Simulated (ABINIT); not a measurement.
Crystal: SiGe.

```
CELL_PARAMETERS angstrom
3.90445 0.00000 0.00000
-1.95223 3.38135 0.00000
0.00000 0.00000 6.45078
ATOMIC_POSITIONS crystal
Ge 0.33333 0.66667 0.00039
Ge 0.66667 0.33333 0.50039
Si 0.33333 0.66667 0.37461
Si 0.66667 0.33333 0.87461
```

The cell comes from a database or a generator and needn't be the stable form of this composition.

| Property | Result |
| --- | --- |
| Program | ABINIT 10.8.3 (patched build) |
| Task | relaxation of cell and atoms |
| Functional | LDA |
| Potentials or basis | JTH PAW LDA v2.0 |
| Cutoff | 599 eV |
| k mesh | 8 × 8 × 4 |
| Occupations | fermi-dirac, width 0.05 eV |
| Spin | no spin polarisation |

At the start: pressure -2.1 GPa; volume 21.29 Å³/atom.

Task: Where does the relaxation end?

Result: Over 7 steps the energy falls by 3.6 meV/atom and the volume is 20.74 Å³/atom (-2.6 %); space group P6_3mc (No. 186, to 0.05 Å).

Step by step:
| step | energy change (eV) | largest force (eV/Å) | pressure (GPa) | volume (Å³) |
| --- | --- | --- | --- | --- |
| 1 | 0.0000 | 0.0028 | -2.06 | 85.17 |
| 2 | -0.0061 | 0.0034 | -1.59 | 84.63 |
| 3 | -0.0143 | 0.0368 | 0.07 | 82.91 |
| 4 | -0.0106 | 0.2125 | 0.17 | 82.85 |
| 5 | -0.0143 | 0.0305 | -0.02 | 83.00 |
| 6 | -0.0144 | 0.0268 | -0.01 | 82.99 |
| 7 | -0.0144 | 0.0002 | 0.01 | 82.97 |

Final structure:
```xyz
4
Lattice="3.8712 0.0000 0.0000 -1.9356 3.3525 0.0000 0.0000 0.0000 6.3934" Properties=species:S:1:pos:R:3 pbc="T T T"
Ge    0.0000    2.2350    0.0029
Ge    1.9356    1.1175    3.1996
Si    0.0000    2.2350    2.3946
Si    1.9356    1.1175    5.5913
```
